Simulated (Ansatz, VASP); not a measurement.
# Os: VASP beside Ansatz

Contents of INCAR:

```
PREC     = Accurate       # precision mode
ENCUT    = 600            # plane-wave cutoff, eV
EDIFF    = 1E-6           # SCF threshold, eV
ISMEAR   = -1             # smearing method
SIGMA    = 0.1            # smearing width, eV
LREAL    = False          # projectors in reciprocal space
LASPH    = True           # aspherical terms in the spheres
NELM     = 60             # most SCF steps
ALGO     = Normal         # electronic algorithm
ISIF     = 3              # what is computed and relaxed
LWAVE    = False          # write WAVECAR
LCHARG   = False          # write CHGCAR
GGA      = PS             # functional
IBRION   = 2              # ionic algorithm
NSW      = 80             # ionic steps
EDIFFG   = -0.01          # ionic threshold
```

The input KPOINTS:

```
Automatic mesh
0
Gamma
  13 13 13
```

The input POSCAR:

```
Os
1.0
    2.4722656457      0.0000000000      0.0000000000
    0.0000000000      2.4722656457      0.0000000000
    0.0000000000      0.0000000000      2.4722656457
Os
1
Direct
    0.0000000000      0.0000000000      0.0000000000
```

Input for Ansatz:

```yaml
crystal:
  lattice:
    - [2.4722656457, 0.0, 0.0]
    - [0.0, 2.4722656457, 0.0]
    - [0.0, 0.0, 2.4722656457]
  atoms:
    - { symbol: Os, position: [0.0, 0.0, 0.0] }
hamiltonian:
  xc: pbesol
  pseudopotentials:
    kind: paw
    azcp:
      Os: "pseudopotentials/Os.paw.azcp"
basis:
  ecutwfc: 420
  fft_grid_basis: typed
kpoints:
  mp_grid: { grid: [13, 13, 13], shift: [0, 0, 0] }
magnetization:
  spin_polarized: false
scf:
  occupations: { method: fermi_dirac, width: 0.1 }
relax:
  max_steps: 60
  f_tol: 0.01
  cell: {}
output:
  write_density: true
  write_potential: true
  elf: true
  volumetric_format: npy
```

The cell was built by a generator and needn't be a form met in nature.

Alike in both runs: task relaxation of cell and atoms; functional PBEsol; k mesh 13 × 13 × 13; occupations fermi-dirac, width 0.1 eV; no spin polarisation.

|  | VASP | Ansatz |
| --- | --- | --- |
| version | VASP 6.6.1 | Ansatz 0.2.0 |
| potentials or method | VASP PAW PBE potentials, release 64 (Os) | plane waves (420 eV) with PAW, scalar-relativistic |
| plane-wave cutoff (eV) | 600 | 420 |
| valence electrons in the cell | 8 | 16 |

```csv
,VASP,Ansatz,Ansatz less VASP
relaxed volume (Å³/atom),16.22,16.21,-0.011
relaxed cell length with the largest relative difference (Å),2.531,2.531,-0.0006
energy change over the relaxation (meV/atom),-81,-78,+3.0
```

The two sets of potentials don't hold the same shells in valence. Ansatz warned: «pseudo_functional_mismatch».

Caveats: the PAW data sets were made with another functional, which shifts forces and pressure a little (VASP). The runs have no spin-orbit coupling, so splittings on Os are missing.
